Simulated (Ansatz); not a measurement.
**CoSi: from a trial structure to a relaxed crystal**

All numbers below come from Ansatz, DFT r2SCAN, scalar-relativistic, plane waves, PAW. Cutoff 500 eV, Γ-centred k mesh, Gaussian smearing, collinear spin, first started from parallel moments.

CoSi was placed on the NaTl (B32) structure type (Fd-3m, No. 227), with Co in place of Na, Si in place of Tl, at a guessed volume.

```
CELL_PARAMETERS angstrom
0.00000 2.81599 2.81599
2.81599 0.00000 2.81599
2.81599 2.81599 0.00000
ATOMIC_POSITIONS crystal
Co 0.50000 0.50000 0.50000
Co 0.75000 0.75000 0.75000
Si 0.00000 0.00000 0.00000
Si 0.25000 0.25000 0.25000
```

Cell and atoms relax at zero pressure; the relaxation can't lower the symmetry of the start.

Formation energies are uncorrected and refer to the elements' standard structures at the same level.

(1) Which crystal results?

(2) What are its volume, energy, gap and moment?

Results:

(1) It keeps Fd-3m (No. 227). The result has the NaTl (B32) structure. Conventional cell: a = 5.614 Å. Around Co lie 4 Si at 2.43 Å, 4 Co at 2.43 Å and 6 Si at 2.81 Å; around Si lie 4 Si at 2.43 Å, 4 Co at 2.43 Å and 6 Co at 2.81 Å.

```cif
data_structure
_symmetry_space_group_name_H-M 'Fd-3m:1'
_symmetry_Int_Tables_number 227
_cell_length_a 5.6142
_cell_length_b 5.6142
_cell_length_c 5.6142
_cell_angle_alpha 90.000
_cell_angle_beta 90.000
_cell_angle_gamma 90.000
_cell_volume 176.95
loop_
_atom_site_label
_atom_site_type_symbol
_atom_site_symmetry_multiplicity
_atom_site_Wyckoff_symbol
_atom_site_fract_x
_atom_site_fract_y
_atom_site_fract_z
_atom_site_occupancy
Co1 Co 8 b 0.00000 0.00000 0.50000 1
Si1 Si 8 a 0.50000 0.00000 0.50000 1
```

(2) The volume per atom is 11.06 Å³, the density is 6.53 g/cm³ and the energy over the elements is 0.24 eV/atom. The gap on the 14×14×14 mesh is 0 eV (a metal) and the net moment per atom is 0.39 μB. The largest site moment is 0.87 μB.

The final run used a 14×14×14 mesh on its 4-atom cell and 0.10 eV smearing. The k mesh leaves about 4 meV/atom of noise in metals. The magnetic state reached may not be the lowest. A structure relaxed within its symmetry needn't be a true minimum.

Cost: 2 runs of about 3.4 core-minutes in all, on Intel Xeon Platinum 8259CL (Skylake/Cascade Lake) (shared hosts).